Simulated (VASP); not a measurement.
Be:

```
Be
1.0
     2.28530    0.00000    0.00000
    -1.14265    1.97913    0.00000
     0.00000    0.00000    3.58420
Be
2
Direct
  0.66667 0.33333 0.75000
  0.33333 0.66667 0.25000
```

```yaml
Program: VASP 6.6.1
Task: single point
Functional: PBE
Potentials_or_basis: VASP PAW PBE potentials, release 64 (Be)
Cutoff: 520 eV
k_mesh: 13 × 13 × 8
Occupations: fermi-dirac, width 0.05 eV
Spin: no spin polarisation
```

On this cell: pressure -2.7 GPa; largest force under 0.003 eV/Å; band gap on the k mesh none (metal or under the smearing width).

The same run follows on a disturbed copy (atoms moved at random, drawn with an rms of 0.05 Å):

```
Be
1.0
     2.28530    0.00000    0.00000
    -1.14265    1.97913    0.00000
     0.00000    0.00000    3.58420
Be
2
Cartesian
  1.1861 0.6698 2.6888
  -0.0251 1.2998 0.9267
```

What changes?

The energy (extrapolated to zero smearing) moves by +6.8 meV/atom; pressure -2.5 GPa; largest force 0.362 eV/Å; band gap on the k mesh none (metal or under the smearing width).

Forces in eV/Å, atoms in the order of the input:
```
Be  -0.255 -0.118  0.228
Be   0.255  0.118 -0.228
```

Stress tensor (GPa, compression positive):
```
-1.66  1.39 -0.28
 1.39 -2.89 -0.13
-0.28 -0.13 -2.89
```
